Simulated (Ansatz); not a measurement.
**Manganese, fcc under revPBE: ground state and equation of state**

Aim: take manganese in the fcc structure, relax it, solve it on a dense k-mesh, then scale the cell to 7 volumes from 88 to 112 % of the relaxed one and try a fit of the equation of state. The start is ferromagnetic. The k-meshes are 15×15×15 for the relaxation; 25×25×25 for the dense run; 17×17×17 for the volumes.

Program: Ansatz 0.2.0. Level of theory: DFT revPBE, plane waves (420 eV) with PAW, scalar-relativistic; the PAW data stem from PBE, with regenerated cores. These are calculated values, not measurements.

## Step 1: The system as given

It takes space group Fm-3m (No. 225, cubic). Conventional cell: a = 3.609 Å, b = 3.609 Å, c = 3.609 Å, α = 90.00°, β = 90.00°, γ = 90.00°. Around Mn (site symmetry m-3m) lie 12 Mn at 2.55 Å.

Coordinates:

```cif
data_structure
_symmetry_space_group_name_H-M 'Fm-3m'
_symmetry_Int_Tables_number 225
_cell_length_a 3.6088
_cell_length_b 3.6088
_cell_length_c 3.6088
_cell_angle_alpha 90.000
_cell_angle_beta 90.000
_cell_angle_gamma 90.000
_cell_volume 47.00
loop_
_atom_site_label
_atom_site_type_symbol
_atom_site_symmetry_multiplicity
_atom_site_Wyckoff_symbol
_atom_site_fract_x
_atom_site_fract_y
_atom_site_fract_z
_atom_site_occupancy
Mn1 Mn 4 a 0.00000 0.00000 0.00000 1
```

The atoms start with moments of +3 μB.

## Step 2: Geometry optimisation

File input.yaml:

```yaml
crystal:
  lattice:
    - [0.0, 1.8043883278, 1.8043883278]
    - [1.8043883278, 0.0, 1.8043883278]
    - [1.8043883278, 1.8043883278, 0.0]
  atoms:
    - { symbol: Mn, position: [0.0, 0.0, 0.0], spin: 3.0 }
hamiltonian:
  xc: revpbe
  pseudopotentials:
    kind: paw
    azcp:
      Mn: "pseudopotentials/Mn.paw.azcp"
basis:
  ecutwfc: 420
  fft_grid_basis: typed
kpoints:
  mp_grid: { grid: [15, 15, 15], shift: [0, 0, 0] }
magnetization:
  spin_polarized: true
scf:
  occupations: { method: fermi_dirac, width: 0.05 }
relax:
  max_steps: 60
  f_tol: 0.01
  cell: {}
```

Further steps of the session: Dense single point; Volume × 0.88; Volume × 0.92; Volume × 0.96; Volume × 1.0; Volume × 1.04; Volume × 1.08; Volume × 1.12.

Before running it: what results should come out? Wanted: space group; conventional cell; volume; shortest distance; gap on the mesh; magnetic state; relative to alpha-Mn.

**Answer**, as computed:

| quantity | value |
| --- | --- |
| space group (spins left aside) | Fm-3m (No. 225) |
| conventional cell | a = 3.519 Å |
| volume | 10.897 Å³/atom |
| shortest distance | 2.489 Å |
| gap on the mesh | none (levels filled in part) |
| magnetic state | non-magnetic |
| relative to alpha-Mn (A12), ferrimagnetic | +115 meV/atom |

**Reading.** From the guessed start the volume shrank by 7.3 % in 5 steps. Against the reference form of manganese (alpha-Mn (A12), ferrimagnetic, computed apart with the same settings) it stands 115 meV/atom higher; part of this is magnetic energy, as this run has no moments. The starting moments do not survive. No gap shows: it is a metal or semimetal at this level. The symmetry was held, so the structure may be unstable against distortions that break it.
